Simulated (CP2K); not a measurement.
**Rh under changes of volume**

One of the cells (13.671 Å³/atom); the others are scaled copies at fixed shape and fractional positions:

```
CELL_PARAMETERS angstrom
2.68397 0.00000 0.00000
1.34198 2.32438 0.00000
1.34198 0.77479 2.19145
ATOMIC_POSITIONS crystal
Rh 0.00000 0.00000 0.00000
```

- Program: CP2K 2026.2
- Functional: LDA
- Potentials or basis: GTH_POTENTIALS Rh GTH-PADE-q17; TZVP-MOLOPT-PBE-GTH basis
- Density cutoff: 6123 eV
- k mesh: 12 × 12 × 12
- Occupations: fermi-dirac, width 0.05 eV
- Spin: no spin polarisation

| volume (Å³/atom) | energy over the lowest point (meV/atom) | pressure (GPa) |
| --- | --- | --- |
| 12.851 | 0.00 | 1.2 |
| 13.125 | 3.78 | -5.3 |
| 13.398 | 17.81 | -10.9 |
| 13.671 | ? | ? |
| 13.945 | 71.71 | -20.1 |
| 14.218 | 109.51 | -23.9 |
| 14.492 | 153.40 | -27.2 |

Problem. What does the run at 13.671 Å³/atom give?

Solution. Energy over the lowest point 40.82 meV/atom; pressure -15.8 GPa.

Worked out: A Birch-Murnaghan fit of order 3 (a polynomial in V^(-2/3)) to the other rows has its minimum at 12.89 Å³/atom with B0 = V·E''(V) = 316 GPa and B' = 5.2. It gives 40.78 meV/atom at 13.671 Å³/atom, against the run's 40.82, and -dE/dV = -15.9 GPa, against -15.8.

Energies are extrapolated to zero smearing.

Caveats: the basis of atomic orbitals isn't converged, which shifts pressures, moduli and gaps.
